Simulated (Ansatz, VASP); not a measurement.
# One calculation of Ag, two programs

The input POSCAR:

```
Ag
1.0
   -1.6493996824      1.6493996824      1.6493996824
    1.6493996824     -1.6493996824      1.6493996824
    1.6493996824      1.6493996824     -1.6493996824
Ag
1
Direct
    0.0000000000      0.0000000000      0.0000000000
```

The input INCAR.step1:

```
PREC = Accurate
ENCUT = 520
ISMEAR = 0
SIGMA = 0.05
LREAL = F
LASPH = T
NELM = 100
NBANDS = 12
GGA = PE
ALGO = Normal
EDIFF = 1E-4
LWAVE = T
LCHARG = F
```

The input INCAR.step2:

```
PREC = Accurate
ENCUT = 520
EDIFF = 1E-7
ISMEAR = 0
SIGMA = 0.05
LREAL = F
LASPH = T
NELM = 100
ALGO = Normal
ISIF = 2
LWAVE = F
LCHARG = T
METAGGA = R2SCAN
LMIXTAU = T
LELF = T
LVHAR = T
NBANDS = 12
ISTART = 1
```

File KPOINTS:

```
Automatic mesh
0
Gamma
  18 18 18
```

Input for Ansatz:

```yaml
crystal:
  lattice:
    - [-1.6493996824, 1.6493996824, 1.6493996824]
    - [1.6493996824, -1.6493996824, 1.6493996824]
    - [1.6493996824, 1.6493996824, -1.6493996824]
  atoms:
    - { symbol: Ag, position: [0.0, 0.0, 0.0] }
basis:
  ecutwfc: 500
  ecutrho_ratio: 4
kpoints:
  mp_grid: { grid: [18, 18, 18] }
hamiltonian:
  xc: r2scan
scf:
  occupations: { method: gaussian, width: 0.05 }
output:
  forces: true
  stress: true
  eigenvalues: true
```

The cell was built by a generator and needn't be a form met in nature.

Alike in both runs: task single point; functional r2SCAN; k mesh 18 × 18 × 18; occupations gaussian, width 0.05 eV; no spin polarisation.

|  | VASP | Ansatz |
| --- | --- | --- |
| version | VASP 6.6.1 | Ansatz 0.2.0 |
| potentials or method | VASP PAW PBE potentials, release 64 (Ag) | scalar-relativistic, plane waves, PAW |
| plane-wave cutoff (eV) | 520 | 500 |
| valence electrons in the cell | 11 | 19 |

|  | VASP | Ansatz | Ansatz less VASP |
| --- | --- | --- | --- |
| pressure (GPa) | -2.4 | -2.5 | -0.10 |

The two sets of potentials don't hold the same shells in valence.

Caveats: the PAW data sets were made with another functional, which shifts forces and pressure a little (VASP).
